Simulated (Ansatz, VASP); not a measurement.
# Two plane-wave programs on WS2 (pbesol)

```
CELL_PARAMETERS angstrom
3.14617 0.00000 0.00000
-1.57308 2.72466 0.00000
0.00000 0.00000 12.69405
ATOMIC_POSITIONS crystal
W 0.33333 0.66667 0.25000
W 0.66667 0.33333 0.75000
S 0.33333 0.66667 0.62651
S 0.66667 0.33333 0.12651
S 0.33333 0.66667 0.87349
S 0.66667 0.33333 0.37349
```

Alike in both runs: functional PBEsol; k mesh 12 × 12 × 4; occupations gaussian, width 0.02 eV; no spin polarisation.

Ansatz relaxed the structure, and its values are those at the end. VASP's run is a single point on that final structure, the one shown.

|  | VASP | Ansatz |
| --- | --- | --- |
| version | VASP 6.6.1 | Ansatz 0.2.0 |
| potentials or method | VASP PAW PBE potentials, release 64 (W_sv, S) | scalar-relativistic, plane waves, PAW |
| plane-wave cutoff (eV) | 520 | 420 |
| valence electrons in the cell | 52 | 52 |

```csv
,VASP,Ansatz,Ansatz less VASP
gap on the k mesh at the Fermi level (eV),1.11,1.10,-0.015
least direct gap on the mesh (eV),1.87,1.86,-0.004
pressure (GPa),0.1,0.0,-0.12
rms of the force components (eV/Å),0.009,0.001,-0.0084
```

Caveats: the PAW data sets were made with another functional, which shifts forces and pressure a little (VASP); spin-orbit coupling is left out, which moves the levels of the heavy elements; this functional lacks dispersion, which binds the layers, so the pressure and a relaxed spacing across them are unreliable. PBEsol gaps usually lie below the measured ones, often by a third to a half. A k mesh can miss the band edges.
